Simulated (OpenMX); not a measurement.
## PtSe2 (Sudovikovite) under changes of volume

One of the cells (20.265 Å³/atom); the others are scaled copies at fixed shape and fractional positions:

```
CELL_PARAMETERS angstrom
3.72400 0.00000 0.00000
-1.86200 3.22508 0.00000
0.00000 0.00000 5.06200
ATOMIC_POSITIONS crystal
Pt 0.00000 0.00000 0.00000
Se 0.66667 0.33333 0.75000
Se 0.33333 0.66667 0.25000
```

| Quantity | Value |
| --- | --- |
| Program | OpenMX 3.8.5 |
| Functional | PBE |
| Potentials or basis | OpenMX 2013 PBE set, Pt7.0-s3p2d2, Se7.0-s3p2d1, fixed grid of 40 × 40 × 60 points |
| k mesh | 9 × 9 × 5 |
| Occupations | fermi-dirac, width 0.05 eV |
| Spin | no spin polarisation |

```csv
volume (Å³/atom),energy over the lowest point (meV/atom),largest force (eV/Å)
19.049,155.34,1.998
19.455,108.12,1.647
19.860,70.75,1.324
20.265,42.12,1.029
20.671,21.29,0.758
21.076,?,?
21.481,0.00,0.280
```

Problem. What does the run at 21.076 Å³/atom give?

Solution. Energy over the lowest point 7.53 meV/atom; largest force 0.509 eV/Å.

Worked out: A Birch-Murnaghan fit of order 3 (a polynomial in V^(-2/3)) to the other rows has its minimum at 21.83 Å³/atom, just outside them, with B0 = V·E''(V) = 110 GPa and B' = 4.8 at fixed shape and positions, which overstates the stiffness. It gives 7.50 meV/atom at 21.076 Å³/atom, against the run's 7.53.

Energies are extrapolated to zero smearing.

Caveats: the basis of atomic orbitals isn't converged, which shifts pressures, moduli and gaps; forces of over 1 eV/Å show positions far from the minimum, so gaps and moduli don't describe the material at rest (some runs).
